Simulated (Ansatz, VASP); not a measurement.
## One calculation of Zr, two programs

```xyz
1
Lattice="0.0000 2.2681 2.2681 2.2681 0.0000 2.2681 2.2681 2.2681 0.0000" Properties=species:S:1:pos:R:3 pbc="T T T"
Zr    0.0000    0.0000    0.0000
```

Alike in both runs: functional r2SCAN; k mesh 16 × 16 × 16; occupations gaussian, width 0.1 eV; no spin polarisation.

Ansatz relaxed the structure, and its values are those at the end. VASP's run is a single point on that final structure, the one shown.

|  | VASP | Ansatz |
| --- | --- | --- |
| version | VASP 6.6.1 | Ansatz 0.2.0 |
| potentials or method | VASP PAW PBE potentials, release 64 (Zr_sv) | scalar-relativistic, plane waves, PAW |
| plane-wave cutoff (eV) | 520 | 500 |
| valence electrons in the cell | 12 | 12 |

```csv
,VASP,Ansatz,Ansatz less VASP
gap on the k mesh at the Fermi level (eV),none,none,-
pressure (GPa),0.0,0.0,-0.01
```

A gap of «none» marks a metal or a gap that the smearing closes.

Caveats: the PAW data sets were made with another functional, which shifts forces and pressure a little (VASP).
